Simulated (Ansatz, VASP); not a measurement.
**SrO in VASP and in Ansatz**

```
Sr O
1.0
     3.55329    0.00000    0.00000
    -1.77664    3.07724    0.00000
     0.00000    0.00000    6.21730
Sr O
2 2
Direct
  0.66667 0.33333 0.75000
  0.33333 0.66667 0.25000
  0.00000 0.00000 0.50000
  0.00000 0.00000 0.00000
```

Alike in both runs: task single point; functional LDA; k mesh 9 × 9 × 5; occupations fermi-dirac, width 0.05 eV; no spin polarisation.

|  | VASP | Ansatz |
| --- | --- | --- |
| version | VASP 6.6.1 | Ansatz 0.2.0 |
| potentials or method | VASP PAW LDA potentials, release 64 (Sr_sv, O), cutoff 520 eV | all-electron LAPW, scalar-relativistic |

Ansatz gave:

* gap on the k mesh at the Fermi level (eV): 2.87
* least direct gap on the mesh (eV): 2.87
* pressure (GPa): -5.6
* largest component of the traceless stress (GPa): 0.63

**Question.** What did VASP give for the same quantities?

**Answer.** gap on the k mesh at the Fermi level (eV): 2.88; least direct gap on the mesh (eV): 2.88; pressure (GPa): -5.0; largest component of the traceless stress (GPa): 0.62.

Ansatz ran all-electron here, so the differences hold the error of VASP's frozen core and of both bases.

Caveats: an odd mesh through Γ misses points on the zone boundary, where band edges often lie. As with any semilocal functional, this LDA gap is likely too small.
